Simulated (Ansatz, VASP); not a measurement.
Si in VASP and in Ansatz

```xyz
2
Lattice="0.0000 2.7155 2.6612 2.7155 0.0000 2.6612 2.7155 2.7155 0.0000" Properties=species:S:1:pos:R:3 pbc="T T T"
Si    2.7155    2.7155    2.6612
Si    4.0732    4.0732    3.9917
```

Change from the starting cell: zz strain of -2 %, crystal datasets.

Alike in both runs: task electric field gradients; functional LDA; k mesh 11 × 11 × 11; occupations fermi-dirac, width 0.08 eV; no spin polarisation.

|  | VASP | Ansatz |
| --- | --- | --- |
| version | VASP 6.6.1 | Ansatz 0.2.0 |
| potentials or method | VASP PAW LDA potentials, release 64 (Si), cutoff 520 eV | all-electron PAW with datasets made for the crystal, scalar-relativistic |

VASP gave:

| Property | Result |
| --- | --- |
| pressure (GPa) | 0.4 |
| largest component of the traceless stress (GPa) | 1.23 |
| Vzz of the field gradient on the site that differs most (V/Å²) | 0.2 |

Problem. Which values does Ansatz return?

Solution. Pressure (GPa): 0.3; largest component of the traceless stress (GPa): 1.23; Vzz of the field gradient on the site that differs most (V/Å²): 0.2.

Ansatz ran all-electron here, so the differences hold the error of VASP's frozen core and of both bases.
